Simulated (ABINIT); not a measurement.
Crystal: BAs.

```xyz
2
Lattice="0.0000 2.3885 2.3885 2.3885 0.0000 2.3885 2.3885 2.3885 0.0000" Properties=species:S:1:pos:R:3 pbc="T T T"
As    3.5827    3.5827    3.5827
B     0.0000    0.0000    0.0000
```

Base run:

| Item | Value |
| --- | --- |
| Program | ABINIT 10.8.3 (patched build) |
| Functional | PBE0 |
| Potentials or basis | SG15 NC PBE v1.2 |
| Cutoff | 490 eV |
| k mesh | 6 × 6 × 6 |
| Occupations | fermi-dirac, width 0.05 eV |
| Spin | no spin polarisation |

Its results: band gap on the k mesh 2.22 eV, indirect (least direct gap 4.32 eV).

Problem. After a change of settings the same cell gave: band gap on the k mesh 3.48 eV, indirect (least direct gap 5.72 eV). Which change was it?
A. share of exact exchange from 0.15 to 0.25
B. share of exact exchange from 0.15 to 0.35
C. share of exact exchange from 0.15 to 0.05

Solution. B.

Caveats: exact exchange is summed on a coarse mesh, which widens gaps by tenths of an eV.
